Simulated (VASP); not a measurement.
# BN (R3m) in VASP: notebook

The runs below take BN through band structure, with PBE, HSEsol.

All numbers are computed with VASP 6.6.1; they aren't measurements. Logs are shortened: lines on timing, memory, paths and dates and some standing lists are left out, and cuts for length are marked.

**1. Starting point**

Symmetry: R3m, No. 160, trigonal system. Conventional cell: a = 2.502 Å, b = 2.502 Å, c = 10.119 Å, α = 90.00°, β = 90.00°, γ = 120.00°. N (site symmetry 3m) is surrounded by 3 B at 1.44 Å. B (site symmetry 3m) has 3 N at 1.44 Å as nearest neighbours.

The cell is a database's computed one.

**2. Band structure, PBE**

The input, POSCAR:

```
BN
1.0
    1.2511217832      0.7223354983      3.3729344033
   -1.2511217832      0.7223354983      3.3729344033
    0.0000000000     -1.4446709966      3.3729344033
N B
1 1
Direct
    0.6672382000      0.6672382000      0.6672382000
    0.0003288000      0.0003288000      0.0003288000
```

The input, INCAR.step1:

```
SYSTEM = BN
PREC     = Accurate       ! precision mode
ENCUT    = 900            ! plane-wave cutoff, eV
EDIFF    = 1E-7           ! SCF threshold, eV
ISMEAR   = -1             ! smearing method
SIGMA    = 0.05           ! smearing width, eV
LREAL    = .False.        ! projectors in reciprocal space
LASPH    = .True.         ! aspherical terms in the spheres
NELM     = 80             ! most SCF steps
ALGO     = Normal         ! electronic algorithm
ISIF     = 2              ! what is computed and relaxed
LWAVE    = .False.        ! write WAVECAR
LCHARG   = .True.         ! write CHGCAR
GGA      = PE             ! functional
```

The input, KPOINTS.step1:

```
regular mesh
0
Gamma
  12 12 12
  0 0 0
```

The input, INCAR.step2:

```
SYSTEM = BN
PREC     = Accurate       ! precision mode
ENCUT    = 900            ! plane-wave cutoff, eV
EDIFF    = 1E-7           ! SCF threshold, eV
ISMEAR   = 0              ! smearing method
SIGMA    = 0.05           ! smearing width, eV
LREAL    = .False.        ! projectors in reciprocal space
LASPH    = .True.         ! aspherical terms in the spheres
NELM     = 80             ! most SCF steps
ALGO     = Normal         ! electronic algorithm
ISIF     = 2              ! what is computed and relaxed
LWAVE    = .False.        ! write WAVECAR
LCHARG   = .False.        ! write CHGCAR
GGA      = PE             ! functional
ICHARG   = 11             ! starting density
```

The input, KPOINTS.step2:

```
path GLB1,BZGX,QFP1Z,LP
15
line-mode
reciprocal
 0.0000000000  0.0000000000  0.0000000000  G
 0.5000000000  0.0000000000  0.0000000000  L

 0.5000000000  0.0000000000  0.0000000000  L
 0.5000000000  0.1972419765 -0.1972419765  B1

 0.8027580235  0.5000000000  0.1972419765  B
 0.5000000000  0.5000000000  0.5000000000  Z

 0.5000000000  0.5000000000  0.5000000000  Z
 0.0000000000  0.0000000000  0.0000000000  G

 0.0000000000  0.0000000000  0.0000000000  G
 0.3486209883  0.0000000000 -0.3486209883  X

 0.6513790117  0.3486209883  0.0000000000  Q
 0.5000000000  0.5000000000  0.0000000000  F

 0.5000000000  0.5000000000  0.0000000000  F
 0.6513790117  0.6513790117  0.1972419765  P1

 0.6513790117  0.6513790117  0.1972419765  P1
 0.5000000000  0.5000000000  0.5000000000  Z

 0.5000000000  0.0000000000  0.0000000000  L
 0.8027580235  0.3486209883  0.3486209883  P
```

Potentials or basis: VASP PAW PBE potentials, release 64 (N_h, B_h).

Command:

```
> cat potpaw_PBE.64/N_h/POTCAR potpaw_PBE.64/B_h/POTCAR > POTCAR
> cp INCAR.step1 INCAR
> cp KPOINTS.step1 KPOINTS
> mpirun -np 1 vasp_std > vasp.out
> cp INCAR.step2 INCAR
> cp KPOINTS.step2 KPOINTS
> mpirun -np 1 vasp_std > vasp.out
```

OUTCAR:

```text
SYSTEM = BN
   PREC = Accurate
   ENCUT = 900
   EDIFF = 1E-7
   ISMEAR = 0
   LREAL = .False.
   LASPH = .True.
   NELM = 80
   ISIF = 2
   GGA = PE
   ICHARG = 11

 ion  position               nearest neighbor table
   1  0.667  0.667  0.667-   2 1.44   2 1.44   2 1.44
   2  0.000  0.000  0.000-   1 1.44   1 1.44   1 1.44

  LATTYP: Found a trigonal (rhomboedric) cell.
 ALAT       =     3.6692997666
 COS(alpha) =     0.7674786797

  Lattice vectors:

 A1 = (   1.2511217832,   0.7223354983,   3.3729344033)
 A2 = (  -1.2511217832,   0.7223354983,   3.3729344033)
 A3 = (   0.0000000000,  -1.4446709966,   3.3729344033)

Analysis of symmetry for initial positions (statically):
=====================================================================
 Subroutine PRICEL returns:
 Original cell was already a primitive cell.

 Routine SETGRP: Setting up the symmetry group for a
 trigonal (rhombohedral) supercell.

 Subroutine GETGRP returns: Found  6 space group operations
 (whereof  6 operations were pure point group operations)
 out of a pool of 12 trial point group operations.

The static configuration has the point symmetry C_3v.

Analysis of symmetry for dynamics (positions and initial velocities):
=====================================================================
 Subroutine PRICEL returns:
 Original cell was already a primitive cell.

 Routine SETGRP: Setting up the symmetry group for a
 trigonal (rhombohedral) supercell.

 Subroutine GETGRP returns: Found  6 space group operations
 (whereof  6 operations were pure point group operations)
 out of a pool of 12 trial point group operations.

The dynamic configuration has the point symmetry C_3v.

 Subroutine INISYM returns: Found  6 space group operations
 (whereof  6 operations are pure point group operations),
 and found     1 'primitive' translations

----------------------------------------------------------------------------------------

                                     Primitive cell

  volume of cell :      18.2893

  direct lattice vectors                    reciprocal lattice vectors
     1.251121783  0.722335498  3.372934403     0.399641351  0.230733042  0.098825916
    -1.251121783  0.722335498  3.372934403    -0.399641351  0.230733042  0.098825916
     0.000000000 -1.444670997  3.372934403     0.000000000 -0.461466083  0.098825916

  length of vectors
     3.669299767  3.669299767  3.669299767     0.471929558  0.471929558  0.471929558

  position of ions in fractional coordinates (direct lattice)
     0.667238200  0.667238200  0.667238200
     0.000328800  0.000328800  0.000328800

  ion indices of the primitive-cell ions
   primitive index   ion index
                 1           1
                 2           2

----------------------------------------------------------------------------------------

 KPOINTS: path GLB1,BZGX,QFP1Z,LP

Interpolating k-points between supplied coordinates.

 Line segments in fractional coordinates (reciprocal lattice):
    0.000000  0.000000  0.000000  ...  0.500000  0.000000  0.000000
    0.500000  0.000000  0.000000  ...  0.500000  0.197242 -0.197242
    0.802758  0.500000  0.197242  ...  0.500000  0.500000  0.500000
    0.500000  0.500000  0.500000  ...  0.000000  0.000000  0.000000
    0.000000  0.000000  0.000000  ...  0.348621  0.000000 -0.348621
    0.651379  0.348621  0.000000  ...  0.500000  0.500000  0.000000
    0.500000  0.500000  0.000000  ...  0.651379  0.651379  0.197242
    0.651379  0.651379  0.197242  ...  0.500000  0.500000  0.500000
    0.500000  0.000000  0.000000  ...  0.802758  0.348621  0.348621

 Generated    15 points on each line segment, for a total of    135 k-points:

 Following reciprocal coordinates:
            Coordinates               Weight
  0.000000  0.000000  0.000000      0.007407
  0.035714  0.000000  0.000000      0.007407
  0.071429  0.000000  0.000000      0.007407
  0.107143  0.000000  0.000000      0.007407
  0.142857  0.000000  0.000000      0.007407
  0.178571  0.000000  0.000000      0.007407
[... 16 lines left out ...]
  0.500000  0.098621 -0.098621      0.007407
  0.500000  0.112710 -0.112710      0.007407
 [... further k-points ...]
   k-points           NKPTS =    135   k-points in BZ     NKDIM =    135   number of bands    NBANDS=      8
   number of dos      NEDOS =    301   number of ions     NIONS =      2
   total plane-waves  NPLWV =  46656
   dimension x,y,z NGX =    36 NGY =   36 NGZ =   36
   dimension x,y,z NGXF=    72 NGYF=   72 NGZF=   72
   ions per type =               1   1
   NGX,Y,Z   is equivalent  to a cutoff of  16.31, 16.31, 16.31 a.u.
   NGXF,Y,Z  is equivalent  to a cutoff of  32.62, 32.62, 32.62 a.u.
 SYSTEM =  BN
   PREC   = accura    normal or accurate (medium, high low for compatibility)
   ISTART =      0    job   : 0-new  1-cont  2-samecut
   ICHARG =     11    charge: 1-file 2-atom 10-const
   ISPIN  =      1    spin polarized calculation?
   LNONCOLLINEAR =      F non collinear calculations
   LSORBIT =      F    spin-orbit coupling
   LASPH  =      T    aspherical Exc in radial PAW
   ENCUT  =  900.0 eV  66.15 Ry    8.13 a.u.   8.98  8.98  8.98*2*pi/ulx,y,z
   NELM   =     80;   NELMIN=  2; NELMDL=  0     # of ELM steps
   EDIFF  = 0.1E-06   stopping-criterion for ELM
   LREAL  =      F    real-space projection
   EDIFFG = 0.1E-05   stopping-criterion for IOM
   NSW    =      0    number of steps for IOM
   IBRION =     -1    ionic relax: 0-MD 1-quasi-New 2-CG
   NFREE  =      0    steps in history (QN), initial steepest desc. (CG)
   ISIF   =      2    stress and relaxation
   ISYM   =      2    0-nonsym 1-usesym 2-fastsym
   POTIM  = 0.5000    time-step for ionic-motion
   TEBEG  =    0.0;   TEEND  =   0.0 temperature during run
   PSTRESS=    0.0 pullay stress
   NELECT =       8.0000    total number of electrons
   NUPDOWN=      -1.0000    fix difference up-down
   EMIN   =  10.00;   EMAX   =-10.00  energy-range for DOS
   EFERMI =   0.00;   METHOD = LEGACY
   ISMEAR =     0;   SIGMA  =   0.05  broadening in eV -4-tet -1-fermi 0-gaus
   EFERMI_NEDOS =   21; number of points for ismear=-14 and -15
   IALGO  =     38    algorithm
   IMIX   =      4    mixing-type and parameters
     AMIX     =   0.40;   BMIX     =  1.00
     AMIX_MAG =   1.60;   BMIX_MAG =  1.00
  volume/ion in A,a.u.               =       9.14        61.71
  Fermi-wavevector in a.u.,A,eV,Ry     =   1.242717  2.348395 21.012099  1.544346
  Thomas-Fermi vector in A             =   2.377059
   LORBIT       =      0    0 simple, 1 ext, 2 COOP (PROOUT), +10 PAW based schemes
   GGA     = PE    functional components
   LHFCALC =     F    Hartree Fock is set to
   AEXX    =    0.0000 exact exchange contribution
   IVDW    =     0    specifies the selected vdW correction
   LEPSILON=     F    determine dielectric tensor
   LRPA    =     F    only Hartree local field effects (RPA)
 non-spin polarized calculation
 Gauss-broadening in eV      SIGMA  =   0.05
  energy-cutoff  :      900.00
  volume of cell :       18.29
 maximum number of plane-waves:      1140
 NGX is ok and might be reduce to    36

 number of electron       8.0000000 magnetization

 Free energy of the ion-electron system (eV)
  ---------------------------------------------------
  ext. energy  EPLUGINS =         0.00000000
  ---------------------------------------------------
  free energy    TOTEN  =       -16.53977823 eV

  energy without entropy =      -16.53977823  energy(sigma->0) =      -16.53977823

 E-fermi :   3.5263     XC(G=0): -10.0502

 val. band max:        3.2763579577   @ k =   0.5000   0.1550  -0.1550
 cond. band min:       7.5154524444   @ k =   0.5000   0.5000   0.0000
 fundamental gap:      4.2390944867
 Fermi energy:         3.5263162268

 k-point     1 :       0.0000    0.0000    0.0000
  band No.  band energies     occupation
      1     -14.5470      2.00000
      2      -0.9494      2.00000
      3       1.9395      2.00000
      4       1.9395      2.00000
      5       8.4042      0.00000
      6      14.9266      0.00000
      7      14.9266      0.00000
      8      16.3765      0.00000

 k-point     2 :       0.0357    0.0000    0.0000
  band No.  band energies     occupation
      1     -14.5216      2.00000
      2      -0.9220      2.00000
      3       1.8308      2.00000
      4       1.8902      2.00000
      5       8.4579      0.00000
      6      14.9123      0.00000
      7      15.0380      0.00000
      8      16.2874      0.00000

 k-point     3 :       0.0714    0.0000    0.0000
  band No.  band energies     occupation
      1     -14.4457      2.00000
      2      -0.8398      2.00000
      3       1.5171      2.00000
      4       1.7482      2.00000
      5       8.6138      0.00000
      6      14.8732      0.00000
      7      15.3652      0.00000
      8      16.0265      0.00000

 k-point     4 :       0.1071    0.0000    0.0000
  band No.  band energies     occupation
      1     -14.3199      2.00000
      2      -0.7037      2.00000
      3       1.0316      2.00000
      4       1.5300      2.00000
      5       8.8591      0.00000
      6      14.8172      0.00000
      7      15.6117      0.00000
      8      15.8897      0.00000

 k-point     5 :       0.1429    0.0000    0.0000
  band No.  band energies     occupation
      1     -14.1456      2.00000
      2      -0.5158      2.00000
      3       0.4162      2.00000
      4       1.2577      2.00000
      5       9.1796      0.00000
      6      14.7454      0.00000
      7      15.0766      0.00000
      8      16.5857      0.00000
[... 177 lines left out ...]
 k-point    22 :       0.5000    0.0845   -0.0845
  band No.  band energies     occupation
      1     -11.1017      2.00000
      2      -5.3639      2.00000
      3      -2.2097      2.00000
      4       2.9635      2.00000
      5       8.4213      0.00000
      6      14.7918      0.00000
      7      16.7231      0.00000
      8      17.8701      0.00000

 k-point    23 :       0.5000    0.0986   -0.0986
  band No.  band energies     occupation
      1     -11.0236      2.00000
      2      -5.2474      2.00000
      3      -2.5828      2.00000
      4       3.0598      2.00000
      5       8.3542      0.00000
      6      15.0287      0.00000
      7      17.0387      0.00000
      8      17.7202      0.00000

 k-point    24 :       0.5000    0.1127   -0.1127
  band No.  band energies     occupation
      1     -10.9440      2.00000
      2      -5.1165      2.00000
      3      -2.9518      2.00000
      4       3.1522      2.00000
      5       8.2664      0.00000
      6      15.1395      0.00000
      7      17.4589      0.00000
      8      17.6279      0.00000

 [... further k-points ...]

------------------------ aborting loop because EDIFF is reached ----------------------------------------

  FORCE on cell =-STRESS in cart. coord.  units (eV):
  Direction    XX          YY          ZZ          XY          YZ          ZX
  --------------------------------------------------------------------------------------
  -------------------------------------------------------------------------------------
  Total        2.6091189      2.6091189      1.7252388      0.0000000      0.0000000     -0.0000000
  in kB      228.5634417    228.5634417    151.1339731      0.0000000      0.0000000     -0.0000000
  external PRESSURE =     202.7536188 kB  Pullay stress =       0.0000000 kB

 VOLUME and BASIS-vectors are now :
 -----------------------------------------------------------------------------
  energy-cutoff  :      900.00
  volume of cell :       18.29
      direct lattice vectors                 reciprocal lattice vectors
     1.251121783  0.722335498  3.372934403     0.399641351  0.230733042  0.098825916
    -1.251121783  0.722335498  3.372934403    -0.399641351  0.230733042  0.098825916
     0.000000000 -1.444670997  3.372934403     0.000000000 -0.461466083  0.098825916

 POSITION                                       TOTAL-FORCE (eV/Angst)
 -----------------------------------------------------------------------------------
      0.00000      0.00000      6.75165         0.000000      0.000000      0.028143
      0.00000      0.00000      0.00333         0.000000      0.000000     -0.028143
 -----------------------------------------------------------------------------------
    total drift:                                0.000000     -0.000000     -0.002320

  FREE ENERGIE OF THE ION-ELECTRON SYSTEM (eV)
  ---------------------------------------------------
  free  energy   TOTEN  =       -16.5397782278 eV

  energy  without entropy=      -16.5397782278  energy(sigma->0) =      -16.53977823
```

It took 1.8 min on 1 thread of Intel Xeon Platinum 8375C at 2.90GHz (Ice Lake), shared host; peak memory 0.2 GiB.

What came out:

- Band gap on the k mesh: 4.28 eV, indirect (least direct gap 4.70 eV)
- Band gap along the path: 4.24 eV, indirect (least direct gap 4.70 eV)

Levels at the corners of the path, in eV from the valence-band top:
| point | band 2 | band 3 | band 4 | band 5 | band 6 | band 7 |
| --- | --- | --- | --- | --- | --- | --- |
| Γ | -4.23 | -1.34 | -1.34 | 5.13 | 11.65 | 11.65 |
| L | -8.97 | -4.12 | -0.65 | 5.24 | 9.89 | 13.04 |
| L | -8.97 | -4.12 | -0.65 | 5.24 | 9.89 | 13.04 |
| B1 | -7.98 | -6.92 | -0.41 | 4.78 | 12.39 | 14.09 |
| B | -7.98 | -6.92 | -0.41 | 4.78 | 12.39 | 14.09 |
| Z | -6.18 | -1.35 | -1.35 | 10.07 | 11.58 | 11.58 |
| Z | -6.18 | -1.35 | -1.35 | 10.07 | 11.58 | 11.58 |
| Γ | -4.23 | -1.34 | -1.34 | 5.13 | 11.65 | 11.65 |
| Γ | -4.23 | -1.34 | -1.34 | 5.13 | 11.65 | 11.65 |
| X | -7.96 | -7.10 | -0.15 | 4.61 | 12.33 | 13.86 |
| Q | -7.96 | -7.10 | -0.15 | 4.61 | 12.33 | 13.86 |
| F | -8.85 | -4.17 | -1.22 | 4.24 | 9.88 | 14.22 |
| F | -8.85 | -4.17 | -1.22 | 4.24 | 9.88 | 14.22 |
| P1 | -8.70 | -4.12 | -1.53 | 4.96 | 9.94 | 14.30 |
| P1 | -8.70 | -4.12 | -1.53 | 4.96 | 9.94 | 14.30 |
| Z | -6.18 | -1.35 | -1.35 | 10.07 | 11.58 | 11.58 |
| L | -8.97 | -4.12 | -0.65 | 5.24 | 9.89 | 13.04 |
| P | -8.70 | -4.12 | -1.53 | 4.96 | 9.94 | 14.30 |

Caveat: the cutoff is under 1.25 times the usual one of these potentials, so pressure, stress and relaxed cells hold a basis-set (Pulay) error; the log is that of the step along the path at fixed density, whose energy, stress, charges and moments have no meaning.

**3. Band structure, PBE**

The input, INCAR:

```
PREC     = Accurate       # precision mode
ENCUT    = 400            # plane-wave cutoff, eV
EDIFF    = 1E-6           # SCF threshold, eV
ISMEAR   = -1             # smearing method
SIGMA    = 0.05           # smearing width, eV
LREAL    = F              # projectors in reciprocal space
LASPH    = T              # aspherical terms in the spheres
NELM     = 60             # most SCF steps
ALGO     = Normal         # electronic algorithm
ISIF     = 2              # what is computed and relaxed
LWAVE    = F              # write WAVECAR
LCHARG   = F              # write CHGCAR
GGA      = PE             # functional
NBANDS   = 11             # bands
```

The input, KPOINTS:

```
regular mesh
0
Gamma
  12 12 12
```

POSCAR is that of step 2.

The input, KPOINTS_OPT:

```
path GLB1,BZGX,QFP1Z,LP
15
line-mode
reciprocal
 0.0000000000  0.0000000000  0.0000000000  G
 0.5000000000  0.0000000000  0.0000000000  L

 0.5000000000  0.0000000000  0.0000000000  L
 0.5000000000  0.1972419765 -0.1972419765  B1

 0.8027580235  0.5000000000  0.1972419765  B
 0.5000000000  0.5000000000  0.5000000000  Z

 0.5000000000  0.5000000000  0.5000000000  Z
 0.0000000000  0.0000000000  0.0000000000  G

 0.0000000000  0.0000000000  0.0000000000  G
 0.3486209883  0.0000000000 -0.3486209883  X

 0.6513790117  0.3486209883  0.0000000000  Q
 0.5000000000  0.5000000000  0.0000000000  F

 0.5000000000  0.5000000000  0.0000000000  F
 0.6513790117  0.6513790117  0.1972419765  P1

 0.6513790117  0.6513790117  0.1972419765  P1
 0.5000000000  0.5000000000  0.5000000000  Z

 0.5000000000  0.0000000000  0.0000000000  L
 0.8027580235  0.3486209883  0.3486209883  P
```

Potentials or basis: VASP PAW PBE potentials, release 64 (N_s, B_s).

Command:

```
> cat potpaw_PBE.64/N_s/POTCAR potpaw_PBE.64/B_s/POTCAR > POTCAR
> mpirun -np 1 vasp_std > vasp.out
```

Run time: 28 s. Hardware: 1 thread of Intel Xeon Platinum 8375C at 2.90GHz (Ice Lake), shared host; peak memory 0.14 GiB.

The run converged. Its results:

```
Free energy             : -17.5440 eV
Pressure                : 4.5 GPa
Largest force           : 0.003 eV/Å
Band gap on the k mesh  : 4.28 eV, indirect (least direct gap 4.70 eV)
Band gap along the path : 4.24 eV, indirect (least direct gap 4.70 eV)
```

Forces in eV/Å, atoms in the order of the input:
```
N    0.000  0.000 -0.003
B    0.000  0.000  0.003
```

Stress tensor (GPa, compression positive):
```
5.75 0.00 0.00
0.00 5.75 0.00
0.00 0.00 1.95
```

Levels at the corners of the path, in eV from the valence-band top:
```tsv
point	band 2	band 3	band 4	band 5	band 6	band 7
Γ	-4.23	-1.35	-1.35	5.12	11.64	11.64
L	-9.00	-4.15	-0.65	5.24	9.89	13.04
L	-9.00	-4.15	-0.65	5.24	9.89	13.04
B1	-8.02	-6.95	-0.41	4.78	12.40	14.08
B	-8.02	-6.95	-0.41	4.78	12.40	14.08
Z	-6.19	-1.36	-1.36	10.06	11.57	11.57
Z	-6.19	-1.36	-1.36	10.06	11.57	11.57
Γ	-4.23	-1.35	-1.35	5.12	11.64	11.64
Γ	-4.23	-1.35	-1.35	5.12	11.64	11.64
X	-8.00	-7.13	-0.15	4.61	12.33	13.85
Q	-8.00	-7.13	-0.15	4.61	12.33	13.85
F	-8.88	-4.20	-1.22	4.24	9.88	14.21
F	-8.88	-4.20	-1.22	4.24	9.88	14.21
P1	-8.74	-4.14	-1.54	4.96	9.94	14.29
P1	-8.74	-4.14	-1.54	4.96	9.94	14.29
Z	-6.19	-1.36	-1.36	10.06	11.57	11.57
L	-9.00	-4.15	-0.65	5.24	9.89	13.04
P	-8.74	-4.14	-1.54	4.96	9.94	14.29
```

A hybrid or GW would open this gap; PBE tends to underestimate it.

[end of part 1 of 2]
